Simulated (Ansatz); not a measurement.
Runs of Ansatz 0.2.0 on MoS2. It takes space group R3m (No. 160, trigonal). Conventional cell: a = 3.160 Å, b = 3.160 Å, c = 18.450 Å, α = 90.00°, β = 90.00°, γ = 120.00°. Mo (site symmetry 3m) has 6 S at 2.39 Å as nearest neighbours. S (site symmetry 3m) is surrounded by 3 Mo at 2.39 Å. S (site symmetry 3m) is surrounded by 3 Mo at 2.39 Å. Measurements of this composition are mostly on another form, of space group No. 194.

```tsv
task	level	k mesh	cutoff (eV)	smearing	gap on the mesh (eV)	pressure (GPa)	V0 of scaled cells (Å³/atom)	B0 (GPa)	largest force (eV/Å)
equation of state	LDA	10 × 10 × 10	-	fermi-dirac 0.05 eV	-	-	17.46	163	-
band structure	LDA	10 × 10 × 10	246	fermi-dirac 0.05 eV	(a)	-2.4	-	-	0.09
phonons	PBE	10 × 10 × 10	263	fermi-dirac 0.05 eV	0.96	-	-	-	0.52
equation of state	PBEsol	10 × 10 × 10	-	fermi-dirac 0.05 eV	-	-	17.77	155	-
band structure	PBE	10 × 10 × 10	246	fermi-dirac 0.05 eV	0.96	5.4	-	-	0.52
single point	PBE	6 × 6 × 6	246	fermi-dirac 0.03 eV	(b)	5.4	-	-	0.53
band structure	PBEsol	10 × 10 × 10	246	fermi-dirac 0.05 eV	0.91	0.4	-	-	0.26
```

Alike in all rows: potentials or basis all-electron LAPW, scalar-relativistic; no spin polarisation; cell as given; basis error allowed 0.002 eV/atom.

Task: Estimate the missing entries.

Result: (a) 0.88; (b) 0.93.

Caveats: the cell was scaled at fixed shape and fractional positions, which overstates the stiffness of a crystal with free parameters, most of all of layers and chains (some runs).

A k mesh can miss the band edges, and the runs leave out spin-orbit coupling on Mo.

Not every run made on this cell is shown here.
